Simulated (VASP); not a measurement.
BaTe:

```
CELL_PARAMETERS angstrom
0.00000 3.41000 3.41000
3.41000 0.00000 3.41000
3.41000 3.41000 0.00000
ATOMIC_POSITIONS crystal
Ba 0.00000 0.00000 0.00000
Te 0.50000 0.50000 0.50000
```

```yaml
Program: VASP 6.6.1
Task: relaxation of cell and atoms
Functional: PBEsol
Potentials_or_basis: VASP PAW PBE potentials, release 64 (Ba_sv, Te)
Cutoff: 600 eV
k_mesh: 8 × 8 × 8
Occupations: gaussian, width 0.02 eV
Spin: no spin polarisation
```

At the start: pressure 2.4 GPa; volume 39.65 Å³/atom.

Where does the relaxation end?

Over 3 steps the energy falls by 18.5 meV/atom and the volume is 42.29 Å³/atom (+6.7 %); space group Fm-3m (No. 225, to 0.05 Å).

Step by step:
| step | energy change (eV) | largest force (eV/Å) | pressure (GPa) | volume (Å³) |
| --- | --- | --- | --- | --- |
| 1 | 0.0000 | 0.0000 | 2.37 | 79.30 |
| 2 | -0.0339 | 0.0000 | -0.58 | 86.23 |
| 3 | -0.0369 | 0.0000 | 0.01 | 84.59 |

Final structure:
```
Ba Te
1.0
     0.00000    3.48409    3.48409
     3.48409    0.00000    3.48409
     3.48409    3.48409    0.00000
Ba Te
1 1
Direct
  0.00000 0.00000 0.00000
  0.50000 0.50000 0.50000
```

Caveat: the PAW data sets were made with another functional, which shifts forces and pressure a little.
